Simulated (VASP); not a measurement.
# MoS2 (R-3m) in VASP: notebook, part 2 of 2

VASP 6.6.1. The steps go on from the part before.

**3. Single point, PBE0**

POSCAR reads:

```
MoS2
1.0
    1.5855000000      0.9153888518      6.1149966667
   -1.5855000000      0.9153888518      6.1149966667
    0.0000000000     -1.8307777036      6.1149966667
Mo S
1 2
Direct
    0.0000000000      0.0000000000      0.0000000000
    0.2500000000      0.2500000000      0.2500000000
    0.7500000000      0.7500000000      0.7500000000
```

INCAR.step1 reads:

```
SYSTEM = MoS2
PREC = Accurate ; ENCUT = 350
EDIFF = 1E-5 ; ISMEAR = 0
SIGMA = 0.01 ; LREAL = .FALSE.
LASPH = .TRUE. ; NELM = 100
ALGO = Normal ; ISIF = 2
LWAVE = .TRUE. ; NBANDS = 21
NKRED = 2 ; GGA = PE
```

INCAR.step2 reads:

```
SYSTEM = MoS2
PREC = Accurate ; ENCUT = 350
EDIFF = 1E-6 ; ISMEAR = 0
SIGMA = 0.01 ; LREAL = .FALSE.
LASPH = .TRUE. ; NELM = 100
ALGO = Normal ; ISIF = 2
LWAVE = .FALSE. ; LCHARG = .FALSE.
GGA = PE ; LHFCALC = .TRUE.
AEXX = 0.25 ; PRECFOCK = Fast
NBANDS = 21 ; NKRED = 2
ISTART = 1
```

KPOINTS reads:

```
regular mesh
0
G
  4 4 4
  0 0 0
```

Potentials or basis: VASP PAW PBE potentials, release 64 (Mo_sv, S).

Command:

```bash
$ cat potpaw_PBE.64/Mo_sv/POTCAR potpaw_PBE.64/S/POTCAR > POTCAR
$ cp INCAR.step1 INCAR
$ mpirun -np 1 vasp_std > vasp.out
$ cp INCAR.step2 INCAR
$ mpirun -np 1 vasp_std > vasp.out
```

OUTCAR:

```text
SYSTEM = MoS2
   PREC = Accurate
   ENCUT = 350
   EDIFF = 1E-6
   ISMEAR = 0
   LREAL = .FALSE.
   LASPH = .TRUE.
   NELM = 100
   ISIF = 2
   GGA = PE
   LHFCALC = .TRUE.
   AEXX = 0.25
   PRECFOCK = Fast
   NKRED = 2
   ISTART = 1

 Found     13 irreducible k-points:

 Following reciprocal coordinates:
            Coordinates               Weight
  0.000000  0.000000  0.000000      1.000000
[... 235 lines left out ...]

  FORCE on cell =-STRESS in cart. coord.  units (eV):
  Direction    XX          YY          ZZ          XY          YZ          ZX
  --------------------------------------------------------------------------------------
  -------------------------------------------------------------------------------------
  Total        1.2386580      1.2386580      0.7157083      0.0000000     -0.0000000      0.0000000
  in kB       37.2685642     37.2685642     21.5341268      0.0000000     -0.0000000      0.0000000
  external PRESSURE =      32.0237517 kB  Pullay stress =       0.0000000 kB

 VOLUME and BASIS-vectors are now :
 -----------------------------------------------------------------------------
  energy-cutoff  :      350.00
  volume of cell :       53.25
      direct lattice vectors                 reciprocal lattice vectors
     1.585500000  0.915388852  6.114996667     0.315357931  0.182071986  0.054510796
    -1.585500000  0.915388852  6.114996667    -0.315357931  0.182071986  0.054510796
     0.000000000 -1.830777704  6.114996667     0.000000000 -0.364143973  0.054510796

 POSITION                                       TOTAL-FORCE (eV/Angst)
 -----------------------------------------------------------------------------------
      0.00000      0.00000      0.00000         0.000000      0.000000      0.000000
      0.00000      0.00000      4.58625         0.000000      0.000000     -0.238662
      0.00000      0.00000     13.75874         0.000000     -0.000000      0.238662
 -----------------------------------------------------------------------------------
    total drift:                                0.000000      0.000000      0.000000

  FREE ENERGIE OF THE ION-ELECTRON SYSTEM (eV)
  ---------------------------------------------------
  free  energy   TOTEN  =       -27.8750857006 eV

  energy  without entropy=      -27.8746036309  energy(sigma->0) =      -27.87484467
```

OUTCAR.step1:

```text
SYSTEM = MoS2
   PREC = Accurate
   ENCUT = 350
   EDIFF = 1E-5
   ISMEAR = 0
   LREAL = .FALSE.
   LASPH = .TRUE.
   NELM = 100
[... 256 lines left out ...]
      0.00000      0.00000      0.00000         0.000000      0.000000      0.000000
      0.00000      0.00000      4.58625         0.000000     -0.000000     -0.799277
      0.00000      0.00000     13.75874         0.000000     -0.000000      0.799277
 -----------------------------------------------------------------------------------
    total drift:                                0.000000      0.000000     -0.000000

  FREE ENERGIE OF THE ION-ELECTRON SYSTEM (eV)
  ---------------------------------------------------
  free  energy   TOTEN  =       -20.7993813744 eV

  energy  without entropy=      -20.7978561271  energy(sigma->0) =      -20.79861875
```

OSZICAR.step1:

```text
N       E                     dE             d eps       ncg     rms          rms(c)
DAV:   1     0.121757292138E+03    0.12176E+03   -0.11054E+04   586   0.873E+02
DAV:   2    -0.176860944241E+02   -0.13944E+03   -0.13480E+03   656   0.247E+02
DAV:   3    -0.223040686659E+02   -0.46180E+01   -0.45760E+01   685   0.415E+01
DAV:   4    -0.223496060609E+02   -0.45537E-01   -0.45034E-01   639   0.436E+00
DAV:   5    -0.223503851309E+02   -0.77907E-03   -0.77866E-03   724   0.534E-01    0.249E+01
DAV:   6    -0.212773316877E+02    0.10731E+01   -0.11408E+01   586   0.190E+01    0.996E+00
DAV:   7    -0.210110698362E+02    0.26626E+00   -0.53528E+00   571   0.122E+01    0.676E+00
DAV:   8    -0.207989353018E+02    0.21213E+00   -0.86937E-01   586   0.513E+00    0.187E+00
DAV:   9    -0.208035987929E+02   -0.46635E-02   -0.58590E-02   644   0.129E+00    0.954E-01
DAV:  10    -0.207996993473E+02    0.38994E-02   -0.27361E-02   606   0.965E-01    0.191E-01
DAV:  11    -0.207995118854E+02    0.18746E-03   -0.10854E-03   641   0.189E-01    0.980E-02
DAV:  12    -0.207993687628E+02    0.14312E-03   -0.39240E-04   621   0.121E-01    0.458E-02
DAV:  13    -0.207993840911E+02   -0.15328E-04   -0.89661E-05   663   0.530E-02    0.291E-02
DAV:  14    -0.207993813744E+02    0.27166E-05   -0.40812E-06   373   0.137E-02
   1 F= -.20799381E+02 E0= -.20798619E+02  d E =-.152525E-02
```

It took 2.4 min on 1 thread of Intel Xeon 6975P-C (Granite Rapids), shared host; peak memory 0.23 GiB.

These settings aren't checked as converged: the numbers below hold their error.

Results:

```
Free energy            : -27.8751 eV
Pressure               : 3.2 GPa
Largest force          : 0.239 eV/Å
Band gap on the k mesh : none (metal or under the smearing width)
```

Caveat: the k mesh is coarse (spacing up to 0.58 Å⁻¹), so the values aren't converged, least of all with exact exchange; the PAW data sets were made with another functional, which shifts forces and pressure a little; the cell's inner coordinates are idealised or old, which leaves forces on the atoms.

**4. Single point, PBE0**

POSCAR is that of step 3.

INCAR.step1 reads:

```
SYSTEM = MoS2
PREC = Accurate ; ENCUT = 300
EDIFF = 1E-5 ; ISMEAR = 0
SIGMA = 0.01 ; LREAL = .FALSE.
LASPH = .TRUE. ; NELM = 100
ALGO = Normal ; ISIF = 2
LWAVE = .TRUE. ; NBANDS = 21
NKRED = 1 ; GGA = PE
```

INCAR.step2 reads:

```
SYSTEM = MoS2
PREC = Accurate ; ENCUT = 300
EDIFF = 1E-6 ; ISMEAR = 0
SIGMA = 0.01 ; LREAL = .FALSE.
LASPH = .TRUE. ; NELM = 100
ALGO = Normal ; ISIF = 2
LWAVE = .FALSE. ; LCHARG = .FALSE.
GGA = PE ; LHFCALC = .TRUE.
AEXX = 0.25 ; PRECFOCK = Fast
NBANDS = 21 ; NKRED = 1
ISTART = 1
```

KPOINTS reads:

```
regular mesh
0
G
  5 5 5
  0 0 0
```

Command:

```bash
$ cat potpaw_PBE.64/Mo_sv/POTCAR potpaw_PBE.64/S/POTCAR > POTCAR
$ cp INCAR.step1 INCAR
$ mpirun -np 1 vasp_std > vasp.out
$ cp INCAR.step2 INCAR
$ mpirun -np 1 vasp_std > vasp.out
```

Wall time 24 min (1 thread of Intel Xeon 6975P-C (Granite Rapids), shared host); peak memory 0.2 GiB.

These settings aren't checked as converged: the numbers below hold their error.

Results:

```yaml
Free_energy: -27.2604 eV
Pressure: 2.3 GPa
Largest_force: 0.425 eV/Å
Band_gap_on_the_k_mesh: none (metal or under the smearing width)
```

Caveat: the k mesh is coarse (spacing up to 0.46 Å⁻¹), so the values aren't converged, least of all with exact exchange; the cutoff is under 1.25 times the usual one of these potentials, so pressure, stress and relaxed cells hold a basis-set (Pulay) error; the PAW data sets were made with another functional, which shifts forces and pressure a little; the cell's inner coordinates are idealised or old, which leaves forces on the atoms.

**5. Single point, PBE0**

POSCAR is that of step 4.

INCAR.step1 reads:

```
SYSTEM = MoS2
PREC     = Accurate       ! precision mode
ENCUT    = 350            ! plane-wave cutoff, eV
EDIFF    = 1E-5           ! SCF threshold, eV
ISMEAR   = 0              ! smearing method
SIGMA    = 0.01           ! smearing width, eV
LREAL    = .FALSE.        ! projectors in reciprocal space
LASPH    = .TRUE.         ! aspherical terms in the spheres
NELM     = 100            ! most SCF steps
ALGO     = Normal         ! electronic algorithm
ISIF     = 2              ! what is computed and relaxed
LWAVE    = .TRUE.         ! write WAVECAR
NKRED    = 3            
NBANDS   = 21             ! bands
GGA      = PE             ! functional
```

INCAR.step2 reads:

```
SYSTEM = MoS2
PREC     = Accurate       ! precision mode
ENCUT    = 350            ! plane-wave cutoff, eV
EDIFF    = 1E-6           ! SCF threshold, eV
ISMEAR   = 0              ! smearing method
SIGMA    = 0.01           ! smearing width, eV
LREAL    = .FALSE.        ! projectors in reciprocal space
LASPH    = .TRUE.         ! aspherical terms in the spheres
NELM     = 100            ! most SCF steps
ALGO     = Normal         ! electronic algorithm
ISIF     = 2              ! what is computed and relaxed
LWAVE    = .FALSE.        ! write WAVECAR
LCHARG   = .FALSE.        ! write CHGCAR
GGA      = PE             ! functional
LHFCALC  = .TRUE.         ! exact exchange
AEXX     = 0.25           ! exact-exchange fraction
PRECFOCK = Fast         
NKRED    = 3            
NBANDS   = 21             ! bands
ISTART   = 1
```

KPOINTS reads:

```
regular mesh
0
G
  3 3 3
  0 0 0
```

Command:

```bash
$ cat potpaw_PBE.64/Mo_sv/POTCAR potpaw_PBE.64/S/POTCAR > POTCAR
$ cp INCAR.step1 INCAR
$ mpirun -np 1 vasp_std > vasp.out
$ cp INCAR.step2 INCAR
$ mpirun -np 1 vasp_std > vasp.out
```

Run time: 34 s. Hardware: 1 thread of Intel Xeon Platinum 8559C (Emerald Rapids), shared host; peak memory 0.24 GiB.

The run converged, but some of its settings lie outside the range that counts as converged, so its numbers aren't taken as properties of the crystal.

What came out:

```yaml
Free_energy: -30.7526 eV
Pressure: 0.3 GPa
Largest_force: 0.107 eV/Å
Band_gap_on_the_k_mesh: none (metal or under the smearing width)
```

Caveat: the k mesh is coarse (spacing up to 0.77 Å⁻¹), so the values aren't converged, least of all with exact exchange; the PAW data sets were made with another functional, which shifts forces and pressure a little; the cell's inner coordinates are idealised or old, which leaves forces on the atoms.

**6. Single point, PBE0**

POSCAR is that of step 5.

Edit INCAR.step1 of step 5 so:

```diff
@@ -12,3 +12,3 @@
 LWAVE    = .TRUE.         ! write WAVECAR
-NKRED    = 3            
+NKRED    = 1            
 NBANDS   = 21             ! bands
```

Edit INCAR.step2 of step 5 so:

```diff
@@ -16,4 +16,4 @@
 AEXX     = 0.25           ! exact-exchange fraction
-PRECFOCK = Fast         
-NKRED    = 3            
+PRECFOCK = Low          
+NKRED    = 1            
 NBANDS   = 21             ! bands
```

KPOINTS reads:

```
regular mesh
0
G
  4 4 4
  0 0 0
```

Potentials or basis: VASP PAW PBE potentials, release 64 (Mo_sv, S).

Command:

```bash
$ cat potpaw_PBE.64/Mo_sv/POTCAR potpaw_PBE.64/S/POTCAR > POTCAR
$ cp INCAR.step1 INCAR
$ mpirun -np 1 vasp_std > vasp.out
$ cp INCAR.step2 INCAR
$ mpirun -np 1 vasp_std > vasp.out
```

It took 14 min on 1 thread of Intel Xeon Platinum 8559C (Emerald Rapids), shared host; peak memory 0.23 GiB.

The run converged, but some of its settings lie outside the range that counts as converged, so its numbers aren't taken as properties of the crystal.

Results:

```
Free energy            : -27.1980 eV
Pressure               : 3.8 GPa
Largest force          : 0.103 eV/Å
Band gap on the k mesh : none (metal or under the smearing width)
```

Caveat: the k mesh is coarse (spacing up to 0.58 Å⁻¹), so the values aren't converged, least of all with exact exchange; the PAW data sets were made with another functional, which shifts forces and pressure a little; the cell's inner coordinates are idealised or old, which leaves forces on the atoms.
